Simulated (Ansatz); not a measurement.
CaO:

```xyz
2
Lattice="0.0000 2.4036 2.4036 2.4036 0.0000 2.4036 2.4036 2.4036 0.0000" Properties=species:S:1:pos:R:3 pbc="T T T"
Ca    0.0000    0.0000    0.0000
O     2.4036    2.4036    2.4036
```

The cell is a database's computed one.

Base run:

- Program: Ansatz 0.2.0
- Functional: PBE
- Potentials or basis: all-electron LAPW, scalar-relativistic
- Cutoff: 246 eV (chosen from the basis error)
- Basis error allowed: 0.001 eV/atom
- k mesh: 10 × 10 × 10
- Occupations: gaussian, width 0.013 eV
- Spin: no spin polarisation

Its results: band gap on the k mesh 3.65 eV, indirect (least direct gap 4.03 eV); pressure 1.6 GPa.

Task: After a change of settings the same cell gave: band gap on the k mesh 3.75 eV, indirect (least direct gap 4.12 eV); pressure 4.3 GPa. Which change was it?
A. functional from PBE to PBEsol; occupations from gaussian, width 0.013 eV to gaussian, width 0.05 eV
B. functional from PBE to BLYP; occupations from gaussian, width 0.013 eV to fermi-dirac, width 0.05 eV
C. occupations from gaussian, width 0.013 eV to gaussian, width 0.05 eV

Result: B.
